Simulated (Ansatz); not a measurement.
Relaxed bulk Mo:

```cif
data_structure
_symmetry_space_group_name_H-M 'Im-3m'
_symmetry_Int_Tables_number 229
_cell_length_a 3.1293
_cell_length_b 3.1293
_cell_length_c 3.1293
_cell_angle_alpha 90.000
_cell_angle_beta 90.000
_cell_angle_gamma 90.000
_cell_volume 30.64
loop_
_atom_site_label
_atom_site_type_symbol
_atom_site_symmetry_multiplicity
_atom_site_Wyckoff_symbol
_atom_site_fract_x
_atom_site_fract_y
_atom_site_fract_z
_atom_site_occupancy
Mo1 Mo 2 a 0.00000 0.00000 0.00000 1
```

Miller indices refer to the conventional cell of Im-3m (No. 229), a = 3.129 Å, b = 3.129 Å, c = 3.129 Å, α = 90.00°, β = 90.00°, γ = 90.00°.

The (110) slab of 5 planes, 8.9 Å thick with 15 Å of vacuum as cut; outer planes Mo (top) and Mo (bottom).

Level of theory: DFT PBEsol, scalar-relativistic, plane waves, PAW in Ansatz. Cutoff 420 eV; k points 13×13×1 on the computed 5-atom cell (Γ-centred); Gaussian smearing, width 0.10 eV; no spin polarisation. A dipole correction removes the field between periodic images along c.

Results for the relaxed slab:

| Item | Value |
| --- | --- |
| Surface energy (mean of both faces) | 3.16 J/m² |
| Work function | 4.61 eV |

Relaxation lowers the energy by 0.085 J/m² a face; the largest move is 0.094 Å.

```tsv
plane (bottom to top)	atoms	spacing to next, bulk (Å)	relaxed (Å)	change (%)
1	Mo	2.213	2.108	-4.7
2	Mo	2.213	2.224	+0.5
3	Mo	2.213	2.224	+0.5
4	Mo	2.213	2.108	-4.7
5	Mo
```